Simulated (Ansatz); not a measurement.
## Hf: projected density of states with BLYP

The system is Hf.

```
CELL_PARAMETERS angstrom
0.00000 2.22000 2.22000
2.22000 0.00000 2.22000
2.22000 2.22000 0.00000
ATOMIC_POSITIONS crystal
Hf 0.00000 0.00000 0.00000
```

This isn't the form of Hf at room conditions, which is hcp.

| Item | Value |
| --- | --- |
| Program | Ansatz 0.2.0 |
| Task | projected density of states |
| Functional | BLYP |
| Potentials or basis | Ansatz PAW |
| Cutoff | 420 eV (not typed: the program's choice for these potentials) |
| k mesh | 10 × 10 × 10 |
| Occupations | cold, width 0.1 eV |
| Spin | spin-orbit coupling, no magnetisation |

```
Pressure                             : 5.7 GPa
Band gap on the k mesh               : none (metal or under the smearing width)
Density of states at the Fermi level : 1.57 states/eV per cell
```

Levels at points of the mesh, in eV from the Fermi level:
| k point | band 24 | band 25 | band 26 | band 27 | band 28 | band 29 |
| --- | --- | --- | --- | --- | --- | --- |
| (0.00, 0.00, 0.00) | -7.14 | 1.20 | 1.20 | 1.20 | 1.20 | 1.53 |
| (0.00, 0.00, -0.50) | -3.66 | 0.81 | 0.81 | 0.93 | 0.93 | 1.28 |
| (0.00, -0.50, -0.50) | -3.28 | -2.24 | -2.24 | 2.68 | 2.68 | 6.24 |

States per cell in windows of 0.5 eV (zero at the Fermi level; states under -8 eV left out):
```tsv
from (eV)	total	Hf 5d j=2.5	Hf 5d j=1.5	Hf 6s j=0.5	Hf 4f j=3.5
-8.0	0.00	0.00	0.00	0.00	0.00
-7.5	0.00	0.00	0.00	0.00	0.00
-7.0	0.02	0.00	0.00	0.02	0.00
-6.5	0.04	0.00	0.00	0.04	0.00
-6.0	0.05	0.00	0.00	0.05	0.00
-5.5	0.07	0.00	0.00	0.06	0.00
-5.0	0.09	0.01	0.01	0.07	0.00
-4.5	0.13	0.02	0.01	0.09	0.00
-4.0	0.21	0.06	0.04	0.10	0.00
-3.5	0.34	0.14	0.08	0.11	0.00
-3.0	0.40	0.19	0.11	0.08	0.00
-2.5	0.40	0.21	0.13	0.05	0.00
-2.0	0.46	0.27	0.16	0.02	0.00
-1.5	0.52	0.29	0.21	0.01	0.00
-1.0	0.52	0.28	0.20	0.01	0.00
-0.5	0.69	0.32	0.28	0.04	0.00
0.0	0.80	0.34	0.34	0.05	0.00
0.5	0.67	0.25	0.32	0.05	0.00
1.0	0.42	0.16	0.21	0.03	0.00
1.5	0.52	0.31	0.17	0.01	0.00
2.0	0.47	0.31	0.13	0.01	0.00
2.5	0.51	0.30	0.17	0.01	0.00
3.0	0.51	0.31	0.17	0.02	0.00
3.5	0.37	0.22	0.12	0.01	0.00
4.0	0.29	0.16	0.10	0.01	0.00
4.5	0.28	0.15	0.10	0.01	0.00
5.0	0.33	0.18	0.12	0.01	0.00
5.5	0.47	0.25	0.17	0.02	0.00
6.0	0.33	0.17	0.12	0.01	0.00
6.5	0.10	0.06	0.04	0.00	0.00
7.0	0.00	0.00	0.00	0.00	0.00
7.5	0.00	0.00	0.00	0.00	0.00
```

It took 15 s on 1 thread of AMD EPYC 7B13 (Zen 3) (shared host), peak memory 0.49 GiB.

Caveat: the PAW data sets come from PBE, with cores solved anew for the run's functional, which leaves a small shift of forces and pressure.
